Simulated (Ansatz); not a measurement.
# CoSi: further runs on the relaxed cell

One table from this session's results is given with a row withheld; the runs are named, their logs left out.

The COD entry's cell or inner coordinates are ideal or old and differ from later refinements, so a difference from it is no clean test against experiment.

Program: Ansatz 0.2.0. Level of theory: DFT PBE, scalar-relativistic, plane waves, PAW. These are calculated values, not measurements.

1 further run of the same task is left out (set aside as unsound or not needed).

### The system as given

Symmetry: P2_13, No. 198, cubic system. Conventional cell: a = 4.431 Å, b = 4.431 Å, c = 4.431 Å, α = 90.00°, β = 90.00°, γ = 90.00°. Co (site symmetry 3) is surrounded by 7 Si at 2.32 to 2.43 Å. Around Si (site symmetry 3) lie 7 Co at 2.32 to 2.43 Å.

As a file:

```
CELL_PARAMETERS angstrom
4.43085 0.00000 0.00000
0.00000 4.43085 0.00000
0.00000 0.00000 4.43085
ATOMIC_POSITIONS crystal
Co 0.14502 0.14502 0.14502
Co 0.35498 0.85498 0.64502
Co 0.64502 0.35498 0.85498
Co 0.85498 0.64502 0.35498
Si 0.84316 0.84316 0.84316
Si 0.65684 0.15684 0.34316
Si 0.34316 0.65684 0.15684
Si 0.15684 0.34316 0.65684
```

This cell was relaxed beforehand with the same method: volume 10.87 Å³/atom, gap on the mesh none (metal).

The first run:

Input file input.yaml:

```yaml
crystal:
  lattice:
    - [4.4308490675, 0.0, 0.0]
    - [0.0, 4.4308490675, 0.0]
    - [0.0, 0.0, 4.4308490675]
  atoms:
    - { symbol: Co, position: [0.1450189122, 0.1450189122, 0.1450189122] }
    - { symbol: Co, position: [0.3549810878, 0.8549810878, 0.6450189122] }
    - { symbol: Co, position: [0.6450189122, 0.3549810878, 0.8549810878] }
    - { symbol: Co, position: [0.8549810878, 0.6450189122, 0.3549810878] }
    - { symbol: Si, position: [0.8431597104, 0.8431597104, 0.8431597104] }
    - { symbol: Si, position: [0.6568402896, 0.1568402896, 0.3431597104] }
    - { symbol: Si, position: [0.3431597104, 0.6568402896, 0.1568402896] }
    - { symbol: Si, position: [0.1568402896, 0.3431597104, 0.6568402896] }
basis:
  ecutwfc: 420
kpoints:
  mp_grid: { grid: [8, 8, 8] }
  band_path:
    path:
      - [[0.0, 0.0, 0.0], [0.0, 0.5, 0.0], [0.5, 0.5, 0.0], [0.0, 0.0, 0.0], [0.5, 0.5, 0.5], [0.0, 0.5, 0.0]]
      - [[0.5, 0.5, 0.5], [0.5, 0.5, 0.0], [0.5, 0.0, 0.0]]
    npoints: 14
hamiltonian:
  xc: pbe
scf:
  occupations: { method: gaussian, width: 0.1 }
  n_extra_bands: 20
output:
  forces: true
  stress: true
  eigenvalues: true
  populations: true
  dos: { projected: true, de: 0.02, nscf_kmesh: { grid: [12, 12, 12] } }
  bader: true
  write_density: true
  write_potential: true
  elf: true
  volumetric_format: npy
```

On the command line:

```sh
ansatz run input.yaml --threads 2 --pin off --max-ram 5120MiB --backend cpu --events-out ev --progress --plain --runs-dir out
```

Steps of the session up to this table: Static run: bands, density of states and charges; Point at V/V0 = 0.97; Volume × 1.03; Volume × 0.94; The cell scaled to 1.06 of its volume.

One table of the session follows, with a row left open; its other results are not shown here.

It belongs to the step «Equation of state». 

| volume (Å³/atom) | energy above the lowest point (meV/atom) | pressure (GPa) |
| --- | --- | --- |
| 10.221 | 30.0 | 15.68 |
| 10.547 | ? | ? |
| 10.874 | 0.0 | -0.03 |
| 11.200 | 6.4 | -6.05 |
| 11.526 | 24.0 | -11.01 |

Q: Estimate the row for volume (Å³/atom) = 10.547 from the others.

Worked estimate for «energy above the lowest point (meV/atom)». A straight line through the neighbours (10.221, 30.0) and (10.874, 0.0) gives 30.0 + (0.0 − 30.0) × (10.547 − 10.221) / (10.874 − 10.221) = 15.0; a parabola fitted to 3 rows on both sides gives 7.9.

As computed: energy above the lowest point (meV/atom): 7.0; pressure (GPa): 7.15. In «energy above the lowest point (meV/atom)» the line misses by +8.0 and the parabola by +0.9.

To keep in mind: Spin polarisation is off in the runs that give these values; a magnetic solution could lie lower. Warnings in the runs' records: stress scf threshold loose.
